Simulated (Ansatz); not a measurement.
Runs of Ansatz 0.2.0 on CoO. The structure is trigonal, space group R3m (No. 160). The conventional cell has a = 3.204 Å, b = 3.204 Å, c = 7.699 Å, α = 90.00°, β = 90.00°, γ = 120.00°. Co (site symmetry 3m) is surrounded by 4 O at 1.91 to 1.96 Å. O (site symmetry 3m) has 4 Co at 1.91 to 1.96 Å as nearest neighbours. Measurements of this composition are mostly on another form, of space group No. 225.

```csv
fixed moment (μB),pressure (GPa),moment (μB),largest force (eV/Å)
1.0,(a),1.00,0.20
3.0,2.1,3.00,0.30
2.5,-2.5,2.50,0.22
4.0,15.0,4.00,(c)
0.5,-13.7,0.50,(b)
```

Alike in all rows: task single point; level PBE; potentials or basis Ansatz PAW; spin collinear, ferromagnetic start; cell as given; k mesh 9 × 9 × 9; cutoff (eV) 420; smearing fermi-dirac 0.05 eV.

Problem. Estimate the missing entries.

Solution. (a) -12.6; (b) 0.19; (c) 0.35.

Caveats: the total moment is fixed, so each spin has its own Fermi level; a cell with one magnetic atom can't hold antiferromagnetic order, which such compounds often take; the thresholds are loose for stress.
